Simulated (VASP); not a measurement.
# BP (F-43m) in VASP: notebook, part 2 of 2

VASP 6.6.1.

## (3) G0W0 quasiparticle levels, PBE

File POSCAR:

```
BP
1.0
    0.0000000000      2.2690000000      2.2690000000
    2.2690000000      0.0000000000      2.2690000000
    2.2690000000      2.2690000000      0.0000000000
P B
1 1
Direct
    0.7500000000      0.7500000000      0.7500000000
    0.0000000000      0.0000000000      0.0000000000
```

File INCAR.step1:

```
PREC = Accurate
ENCUT = 400
EDIFF = 1E-8
ISMEAR = 0
SIGMA = 0.01
LREAL = F
LASPH = T
NELM = 100
ALGO = Fast
LWAVE = T
LCHARG = F
GGA = PE
```

File INCAR.step2:

```
PREC = Accurate
ENCUT = 400
EDIFF = 1E-8
ISMEAR = 0
SIGMA = 0.01
LREAL = F
LASPH = T
NELM = 1
ALGO = Exact
LWAVE = T
LCHARG = F
GGA = PE
NBANDS = 32
LOPTICS = T
ISTART = 1
```

File INCAR.step3:

```
PREC = Accurate
ENCUT = 400
EDIFF = 1E-8
ISMEAR = 0
SIGMA = 0.01
LREAL = F
LASPH = T
ALGO = EVGW0
LWAVE = F
LCHARG = F
GGA = PE
NELMGW = 1
NBANDS = 32
ENCUTGW = 150
NOMEGA = 48
PRECFOCK = Fast
ISTART = 1
NBANDSGW = 12
```

File KPOINTS:

```
regular mesh
0
Gamma
  3 3 3
```

Potentials or basis: VASP PAW PBE potentials, release 64 (P_GW, B_GW).

On the command line:

```console
cat potpaw_PBE.64/P_GW/POTCAR potpaw_PBE.64/B_GW/POTCAR > POTCAR
cp INCAR.step1 INCAR
mpirun -np 1 vasp_std > vasp.out
cp INCAR.step2 INCAR
mpirun -np 1 vasp_std > vasp.out
cp INCAR.step3 INCAR
mpirun -np 1 vasp_std > vasp.out
```

OUTCAR:

```text
PREC = Accurate
   ENCUT = 400
   EDIFF = 1E-8
   ISMEAR = 0
   LREAL = F
   LASPH = T
   GGA = PE
   NELMGW = 1
   ENCUTGW = 150
   PRECFOCK = Fast
   ISTART = 1

 Found      4 irreducible k-points:

 Following reciprocal coordinates:
            Coordinates               Weight
  0.000000  0.000000  0.000000      1.000000
  0.333333  0.000000  0.000000      8.000000
  0.333333  0.333333  0.000000      6.000000
 -0.333333  0.333333  0.000000     12.000000
   k-points           NKPTS =      4   k-points in BZ     NKDIM =     27   number of bands    NBANDS=     32
   number of dos      NEDOS =    301   number of ions     NIONS =      2
   total plane-waves  NPLWV =  13824
   dimension x,y,z NGX =    24 NGY =   24 NGZ =   24
   dimension x,y,z NGXF=    48 NGYF=   48 NGZF=   48
   ions per type =               1   1
   NGX,Y,Z   is equivalent  to a cutoff of  12.43, 12.43, 12.43 a.u.
   NGXF,Y,Z  is equivalent  to a cutoff of  24.87, 24.87, 24.87 a.u.
 SYSTEM =  unknown system
[... 53 lines left out ...]
   NELMHF              =     1    number of iterations in the inner HF iteration
   NKREDLFX            =     1    NKREDLFY  =   1   NKREDLFZ  =   1
 non-spin polarized calculation
 Gauss-broadening in eV      SIGMA  =   0.01
  energy-cutoff  :      400.00
  volume of cell :       23.36
 maximum number of plane-waves:       432
 NGX is ok and might be reduce to    24
  NGX = 12; NGY = 12; NGZ = 12
   NGX = 11   NGY = 11   NGZ = 11
 maximum number of plane-waves:       113

 QP shifts <psi_nk| G(iteration)W_0 |psi_nk>: iteration 1
 for sc-GW calculations column KS-energies equals QP-energies in previous step
 and V_xc(KS)=  KS-energies - (<T + V_ion + V_H > + <T+V_H+V_ion>^1  + <V_x>^1)

 k-point   1 :       0.0000    0.0000    0.0000
  band No.  KS-energies  QP-energies   sigma(KS)   V_xc(KS)     V^pw_x(r,r')   Z            occupation Imag(sigma)

      1      -8.2560      -8.8306     -12.8333     -12.0444     -20.4109       0.7284       2.0000       1.5022
      2       7.2428       7.1191     -13.4890     -13.3325     -15.6940       0.7904       2.0000       0.0770
      3       7.2428       7.1191     -13.4890     -13.3325     -15.6940       0.7904       2.0000       0.0770
      4       7.2428       7.1191     -13.4890     -13.3325     -15.6940       0.7904       2.0000       0.0770
      5      10.5997      11.3115     -11.1453     -12.0589      -6.6990       0.7791       0.0000      -0.1128
      6      10.5997      11.3115     -11.1453     -12.0589      -6.6990       0.7791       0.0000      -0.1128
      7      10.5997      11.3115     -11.1453     -12.0589      -6.6990       0.7791       0.0000      -0.1128
      8      14.6214      15.3892     -11.7451     -12.7398      -5.8619       0.7718       0.0000      -0.2634
      9      18.7364      18.8720      -9.1734      -9.3456      -3.2088       0.7871       0.0000      -0.3919
     10      19.2020      20.1112     -10.5658     -11.7525      -4.8881       0.7662       0.0000      -0.2712
     11      19.2020      20.1112     -10.5658     -11.7525      -4.8881       0.7662       0.0000      -0.2712
     12      22.8580      23.3332      -9.2669      -9.8656      -2.7222       0.7937       0.0000      -0.7820
[... 36 lines left out ...]
      1      -3.8244      -4.2945     -13.3507     -12.7143     -19.3032       0.7385       2.0000       0.7458
      2      -0.6119      -1.1293     -13.2036     -12.5127     -17.8968       0.7489       2.0000       0.4152
      3       0.8721       0.4167     -12.2253     -11.6315     -15.7548       0.7668       2.0000       0.2190
      4       4.1667       3.8663     -13.0836     -12.6946     -16.0030       0.7721       2.0000       0.1201
      5       9.8352      10.3166     -10.3029     -10.9092      -5.8142       0.7939       0.0000      -0.1038
      6      15.4343      16.1226     -10.7047     -11.5954      -5.2857       0.7728       0.0000      -0.2318
      7      15.7427      16.6717     -11.1387     -12.3395      -5.3369       0.7737       0.0000      -0.2991
      8      16.9760      17.8247     -11.3719     -12.4881      -5.3043       0.7603       0.0000      -0.3413
      9      17.6288      18.4612     -11.0533     -12.1376      -5.1104       0.7676       0.0000      -0.3379
     10      18.8710      19.6336     -10.3963     -11.3644      -4.7719       0.7877       0.0000      -0.3562
     11      25.9068      26.7640     -10.9251     -12.0784      -3.4856       0.7433       0.0000      -0.9313
     12      27.2879      27.7783      -9.5145     -10.1501      -2.6174       0.7715       0.0000      -0.9753
```

OUTCAR.step1:

```text
PREC = Accurate
   ENCUT = 400
   EDIFF = 1E-8
   ISMEAR = 0
   LREAL = F
   LASPH = T
[... 151 lines left out ...]
 -----------------------------------------------------------------------------------
      3.40350      3.40350      3.40350        -0.000000     -0.000000     -0.000000
      0.00000      0.00000      0.00000         0.000000      0.000000      0.000000
 -----------------------------------------------------------------------------------
    total drift:                               -0.000000     -0.000000     -0.000000

  FREE ENERGIE OF THE ION-ELECTRON SYSTEM (eV)
  ---------------------------------------------------
  free  energy   TOTEN  =       -12.2907972590 eV

  energy  without entropy=      -12.2907972590  energy(sigma->0) =      -12.29079726
```

OUTCAR.step2:

```text
PREC = Accurate
   ENCUT = 400
   EDIFF = 1E-8
   ISMEAR = 0
   LREAL = F
[... 518 lines left out ...]
     0.00000    18.75293    18.75293    18.75293    -0.00000    -0.00000     0.00000
     0.86713    19.34329    19.34329    19.34329    -0.00000    -0.00000     0.00000
     1.73425    21.51360    21.51360    21.51360    -0.00000    -0.00000     0.00000
     2.60138    27.74404    27.74404    27.74404    -0.00000    -0.00000     0.00000
     3.46851    -7.25029    -7.25029    -7.25029    -0.00000    -0.00000     0.00000
     4.33563    34.99010    34.99010    34.99010    -0.00000    -0.00000     0.00000
[... 92 lines left out ...]
    84.97844     0.91358     0.91358     0.91358     0.00000     0.00000    -0.00000
    85.84557     0.91538     0.91538     0.91538     0.00000     0.00000    -0.00000
```

It took 7.2 s on 1 thread of Intel Xeon Platinum 8488C (Sapphire Rapids), shared host; peak memory 0.14 GiB.

These settings aren't checked as converged: the numbers below hold their error.

Results:

| Item | Value |
| --- | --- |
| Band gap on the k mesh, mean-field level | 1.34 eV, indirect (least direct gap 3.36 eV) |
| Quasiparticle gap | 1.92 eV |
| Least direct quasiparticle gap | 4.19 eV |

Caveat: the k mesh is coarse (spacing up to 0.80 Å⁻¹), so the values aren't converged; bands, screening cutoff and mesh are small and nothing is extrapolated, so the quasiparticle values aren't converged; an odd mesh through Γ misses points on the zone boundary, where band edges often lie.

## (4) G0W0 quasiparticle levels, PBE

POSCAR is that of step 3.

INCAR.step1: that of step 3 with these lines changed.

```diff
@@ -1,3 +1,3 @@
 PREC = Accurate
-ENCUT = 400
+ENCUT = 520
 EDIFF = 1E-8
```

INCAR.step2: that of step 3 with these lines changed.

```diff
@@ -1,3 +1,3 @@
 PREC = Accurate
-ENCUT = 400
+ENCUT = 520
 EDIFF = 1E-8
```

INCAR.step3: that of step 3 with these lines changed.

```diff
@@ -1,3 +1,3 @@
 PREC = Accurate
-ENCUT = 400
+ENCUT = 520
 EDIFF = 1E-8
```

KPOINTS is that of step 3.

Potentials or basis: VASP PAW PBE potentials, release 64 (P_GW, B_GW).

On the command line:

```console
cat potpaw_PBE.64/P_GW/POTCAR potpaw_PBE.64/B_GW/POTCAR > POTCAR
cp INCAR.step1 INCAR
mpirun -np 1 vasp_std > vasp.out
cp INCAR.step2 INCAR
mpirun -np 1 vasp_std > vasp.out
cp INCAR.step3 INCAR
mpirun -np 1 vasp_std > vasp.out
```

OUTCAR:

```text
PREC = Accurate
   ENCUT = 520
   EDIFF = 1E-8
   ISMEAR = 0
   LREAL = F
   LASPH = T
   GGA = PE
   NELMGW = 1
   ENCUTGW = 150
   PRECFOCK = Fast
   ISTART = 1

 Found      4 irreducible k-points:

 Following reciprocal coordinates:
[... 85 lines left out ...]

      1      -8.2562      -8.8306     -12.8329     -12.0442     -20.4104       0.7284       2.0000       1.5021
      2       7.2421       7.1176     -13.4898     -13.3322     -15.6941       0.7903       2.0000       0.0770
      3       7.2421       7.1176     -13.4898     -13.3322     -15.6941       0.7903       2.0000       0.0770
      4       7.2421       7.1176     -13.4898     -13.3322     -15.6941       0.7903       2.0000       0.0770
      5      10.5995      11.3105     -11.1461     -12.0586      -6.6990       0.7792       0.0000      -0.1128
      6      10.5995      11.3105     -11.1461     -12.0586      -6.6990       0.7792       0.0000      -0.1128
      7      10.5995      11.3105     -11.1461     -12.0586      -6.6990       0.7792       0.0000      -0.1128
      8      14.6211      15.3877     -11.7456     -12.7387      -5.8616       0.7719       0.0000      -0.2634
      9      18.7362      18.8714      -9.1738      -9.3456      -3.2088       0.7871       0.0000      -0.3919
     10      19.1981      20.1060     -10.5679     -11.7530      -4.8891       0.7661       0.0000      -0.2710
     11      19.1981      20.1060     -10.5679     -11.7530      -4.8891       0.7661       0.0000      -0.2710
     12      22.8553      23.3303      -9.2690      -9.8674      -2.7232       0.7937       0.0000      -0.7819
[... 36 lines left out ...]
      1      -3.8247      -4.2948     -13.3506     -12.7141     -19.3027       0.7385       2.0000       0.7457
      2      -0.6123      -1.1300     -13.2037     -12.5123     -17.8965       0.7489       2.0000       0.4152
      3       0.8717       0.4161     -12.2254     -11.6313     -15.7545       0.7668       2.0000       0.2190
      4       4.1664       3.8655     -13.0842     -12.6946     -16.0029       0.7721       2.0000       0.1200
      5       9.8347      10.3157     -10.3034     -10.9091      -5.8144       0.7940       0.0000      -0.1038
      6      15.4324      16.1200     -10.7063     -11.5961      -5.2865       0.7728       0.0000      -0.2317
      7      15.7411      16.6687     -11.1401     -12.3391      -5.3372       0.7737       0.0000      -0.2990
      8      16.9743      17.8214     -11.3733     -12.4874      -5.3048       0.7603       0.0000      -0.3412
      9      17.6266      18.4583     -11.0550     -12.1378      -5.1108       0.7681       0.0000      -0.3378
     10      18.8678      19.6294     -10.3986     -11.3654      -4.7731       0.7878       0.0000      -0.3560
     11      25.9005      26.7561     -10.9296     -12.0808      -3.4877       0.7432       0.0000      -0.9308
     12      27.2838      27.7728      -9.5171     -10.1510      -2.6183       0.7713       0.0000      -0.9750
```

OUTCAR.step2:

```text
PREC = Accurate
   ENCUT = 520
   EDIFF = 1E-8
   ISMEAR = 0
   LREAL = F
[... 517 lines left out ...]
     0.00000    18.75148    18.75148    18.75148     0.00000     0.00000    -0.00000
     0.86699    19.34173    19.34173    19.34173     0.00000     0.00000    -0.00000
     1.73398    21.51165    21.51165    21.51165     0.00000     0.00000    -0.00000
     2.60098    27.74080    27.74080    27.74080     0.00000     0.00000    -0.00000
     3.46797    -7.26479    -7.26479    -7.26479     0.00000     0.00000    -0.00000
     4.33496    34.97622    34.97622    34.97622     0.00000     0.00000    -0.00000
[... 92 lines left out ...]
    84.96520     0.91356     0.91356     0.91356    -0.00000    -0.00000     0.00000
    85.83219     0.91536     0.91536     0.91536    -0.00000    -0.00000     0.00000
```

Wall time 9.2 s (1 thread of Intel Xeon Platinum 8488C (Sapphire Rapids), shared host); peak memory 0.16 GiB.

The run converged, but some of its settings lie outside the range that counts as converged, so its numbers aren't taken as properties of the crystal.

What came out:

```
Band gap on the k mesh, mean-field level : 1.34 eV, indirect (least direct gap 3.36 eV)
Quasiparticle gap                        : 1.92 eV
Least direct quasiparticle gap           : 4.19 eV
```

Caveat: the k mesh is coarse (spacing up to 0.80 Å⁻¹), so the values aren't converged; bands, screening cutoff and mesh are small and nothing is extrapolated, so the quasiparticle values aren't converged; an odd mesh through Γ misses points on the zone boundary, where band edges often lie.

## (5) The reference run

An earlier run on the cell as given: functional PBEsol; potentials or basis VASP PAW PBE potentials, release 64 (P, B); cutoff 520 eV; k mesh 10 × 10 × 10; occupations fermi-dirac, width 0.05 eV; no spin polarisation.

* Pressure: -1.9 GPa
* Band gap on the k mesh: 1.13 eV, indirect (least direct gap 3.36 eV)
